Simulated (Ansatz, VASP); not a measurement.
# Two plane-wave programs on W

The input INCAR:

```
SYSTEM = W
  PREC = Accurate
  ENCUT = 520
  EDIFF = 1E-6
  ISMEAR = 0
  SIGMA = 0.1
  LREAL = .FALSE.
  LASPH = .TRUE.
  NELM = 60
  ALGO = Normal
  ISIF = 2
  LWAVE = .FALSE.
  LCHARG = .FALSE.
  GGA = PS
  NBANDS = 21
```

KPOINTS

```
Automatic mesh
0
G
  16 16 16
  0 0 0
```

POSCAR

```
W
1.0
    3.1543279753      0.0000000000      0.0000000000
    0.0000000000      3.1543279753      0.0000000000
    0.0000000000      0.0000000000      3.1543279753
W
2
Direct
    0.0000000000      0.0000000000      0.0000000000
    0.5000000000      0.5000000000      0.5000000000
```

Input for Ansatz:

```yaml
crystal:
  lattice:
    - [3.1543279752, 0.0, 0.0]
    - [0.0, 3.1543279752, 0.0]
    - [0.0, 0.0, 3.1543279752]
  atoms:
    - { symbol: W, position: [0.0, 0.0, 0.0] }
    - { symbol: W, position: [0.5, 0.5, 0.5] }
basis:
  ecutwfc: 420
kpoints:
  mp_grid: { grid: [16, 16, 16] }
hamiltonian:
  xc: pbesol
scf:
  occupations: { method: gaussian, width: 0.1 }
output:
  forces: true
  stress: true
  eigenvalues: true
  write_density: true
  write_potential: true
  elf: true
  volumetric_format: npy
```

Alike in both runs: task single point; functional PBEsol; k mesh 16 × 16 × 16; occupations gaussian, width 0.1 eV; no spin polarisation.

```csv
,VASP,Ansatz
version,VASP 6.6.1,Ansatz 0.2.0
potentials or method,"VASP PAW PBE potentials, release 64 (W_sv)","scalar-relativistic, plane waves, PAW"
plane-wave cutoff (eV),520,420
valence electrons in the cell,28,28
```

```csv
,VASP,Ansatz,Ansatz less VASP
gap on the k mesh at the Fermi level (eV),none,none,-
pressure (GPa),0.6,-0.1,-0.64
```

A gap of «none» marks a metal or a gap that the smearing closes. The functional is the same, so the differences come from potentials, cutoffs and numerics.

Caveats: the PAW data sets were made with another functional, which shifts forces and pressure a little (VASP). Spin-orbit coupling is left out, which matters for the levels of W.
